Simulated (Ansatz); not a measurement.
InSb built on the zincblende prototype: an Ansatz output whose functional has been blanked. The cell was relaxed with r2SCAN and then strained (epitaxial -3.0 % in the xy plane, free normal strain +2.93 %), with the atoms relaxed again with r2SCAN; k points keep the names of the unstrained zone.

```yaml
crystal:
  lattice:
    - [0.00000, 3.18113, 3.37549]
    - [3.18113, 0.00000, 3.37549]
    - [3.18113, 3.18113, 0.00000]
  atoms:
    - { symbol: In, position: [0.00000, 0.00000, 0.00000] }
    - { symbol: Sb, position: [0.25000, 0.25000, 0.25000] }
```

```
scf.n_extra_bands = 8 over 28 filled bands (N_el = 28.0): the run solves 36 bands
Crystal: 2 atoms, lattice volume = 68.317 Å³
Basis set: ecut = 500 eV, 1761 PW (Γ)
Symmetry: 8 space group operations + 8 with time reversal
Magnetic group: BNS 119.316 (UNI 976)
k-points: 30 of 216 (time reversal used)
Projection manifold: j_resolved (fully-relativistic pseudo-atomic orbitals)
preconditioner: auto → none  [σ=0.020 eV  ℏωp=19.1 eV]
SCF 1 converged in 7 iterations: F = -12090.984706 eV  dr2 = 1.82e-9
SCF converged after 7 iterations
Free energy (F): -12090.984706 eV
Internal energy: -12090.984660 eV  (E = F + TS)
E sigma→0 (E₀):  -12090.984683 eV
Entropy (-TS):   -0.000045 eV (-0.023 meV/atom)
Fermi energy:    7.407490 eV
--- Per-component energies (eV) ---
  E_band       = -279.997045
  E_kinetic    = 449.979638
  E_local      = -3207.286529
  E_nonlocal   = 731.982199
  E_hartree    = 1381.442826
  E_xc         = -328.206881
  E_vxc        = -209.291935
  E_paw        = -8767.908992
  E_vpaw       = -822.655672
  E_vtau       = 14.388734
  E_ewald      = -2352.479047
  E_core_change = 1.492119
  E_smearing   = -0.000045
--- Forces (eV/Å), atoms counted from 1 ---
  atom   1  In      0.00000      0.00000      0.00000
  atom   2  Sb      0.00000      0.00000      0.00000
--- Stress (GPa, compression-positive) ---
        2.103426       0.000000       0.000000
        0.000000       2.103426       0.000000
        0.000000       0.000000       0.161927
  P = ⅓ Tr σ = 1.4563 GPa (14.563 kbar)
--- Band table (eV; the first three rows and the last of 30) ---
  k-point 0: bands = […, -3.9284, -3.9284, 6.6010, 6.6010, 7.2940, 7.2940, 7.3313, 7.3313, 7.4806, 7.4806, 10.0878, 10.0878, 10.4677, 10.4677, …]
  k-point 1: bands = […, -3.6673, -3.6663, 4.6875, 4.6968, 6.5081, 6.5239, 7.0538, 7.0622, 8.3997, 8.4075, 10.6354, 10.6888, 10.9088, 10.9292, …]
  k-point 2: bands = […, -2.9902, -2.9888, 2.4467, 2.4499, 5.9893, 5.9958, 6.5805, 6.5867, 8.0952, 8.0980, 11.1135, 11.1144, 11.4032, 11.4072, …]
  k-point 29: bands = […, -1.9750, -1.9750, 0.9209, 0.9209, 4.9177, 4.9177, 5.1013, 5.1013, 8.9548, 8.9548, 9.0180, 9.0180, 15.6793, 15.6793, …]
```

The file bands.tsv (bands near the Fermi energy, numbered from 0, rounded):
```tsv
# k_distance	band_18	band_19	band_20	band_21	band_22	band_23	band_24	band_25	band_26	band_27	band_28	band_29	band_30	band_31	band_32	band_33	band_34	band_35
# fermi_ev = 7.407490
# [0, 0, 0] at k_distance = 0.000000
# [-0.5, -0.5, 0] at k_distance = 0.930707
# [-0.375, -0.375, 0.25] at k_distance = 1.279867
# [-0.375, 0, 0.375] at k_distance = 1.878966
# [0, 0, 0.5] at k_distance = 2.478064
# [-0.5, -0.25, 0.25] at k_distance = 3.156576
# [-0.021159, -0.021159, 0] at k_distance = 4.175536
# levels_relative_to = fermi_ev
0.000	-14.984	-14.984	-11.336	-11.336	-0.806	-0.806	-0.114	-0.114	-0.076	-0.076	0.073	0.073	2.680	2.680	3.060	3.060	3.165	3.165
0.931	-14.976	-14.976	-9.383	-9.383	-6.487	-6.487	-2.490	-2.490	-2.306	-2.306	1.547	1.547	1.611	1.611	8.272	8.272	8.399	8.399
1.280	-14.970	-14.968	-9.371	-9.362	-6.330	-6.231	-3.548	-3.420	-2.033	-2.017	1.871	1.888	4.015	4.176	6.392	6.429	6.648	6.670
1.879	-14.977	-14.966	-9.274	-9.264	-6.152	-6.042	-3.559	-3.412	-2.362	-2.340	1.449	1.477	3.499	3.606	6.241	6.311	6.382	6.492
2.478	-14.968	-14.968	-9.899	-9.899	-6.009	-6.009	-1.625	-1.625	-1.009	-1.009	0.517	0.517	3.713	3.713	4.020	4.020	6.244	6.244
3.157	-14.977	-14.964	-9.256	-9.243	-6.282	-6.160	-3.369	-3.084	-3.074	-3.010	3.472	3.845	4.055	4.056	4.600	4.796	5.272	5.278
4.176	-14.984	-14.984	-11.330	-11.330	-0.893	-0.893	-0.286	-0.286	0.049	0.049	0.162	0.162	2.703	2.703	3.085	3.085	3.156	3.156
```
In order the rows are Γ, X, U, K, L, W, Γ–X (0.04).

**Question.** Which functional gave these numbers?
A. HSE06+SOC
B. r2SCAN+SOC
C. PBE+SOC
D. PBE

**Answer.** B. r2SCAN+SOC. The term E_vtau belongs to a meta-GGA, which reads the kinetic-energy density. There is no exchange loop, so no exact exchange. Each band holds one electron and the count is doubled, so the run is non-collinear with spin-orbit coupling. The r2SCAN+SOC gap is indirect, 0.02 eV (Γ–X (0.04 of the way from Γ) to Γ), below the direct gap of 0.11 eV at Γ–X (0.04 of the way from Γ). (This is within a few times the smearing of 0.02 eV, so the filling near the edges can be smeared.) Within one family of functionals the choice rests on the size of the gap and stress, not on a line of the log.

It took 3.5 s on 1 × NVIDIA H100 80GB HBM3 with 2 threads of AMD EPYC 7R13 Processor (Zen 3), with other jobs on the host, load about 2.5 per core; peak host memory 1.4 GiB.

No magnetic order and no zero-point or thermal motion.

Gaps or overlaps of about a tenth of an eV are at the limit of these meshes: between the points read a gap can be smaller or closed.
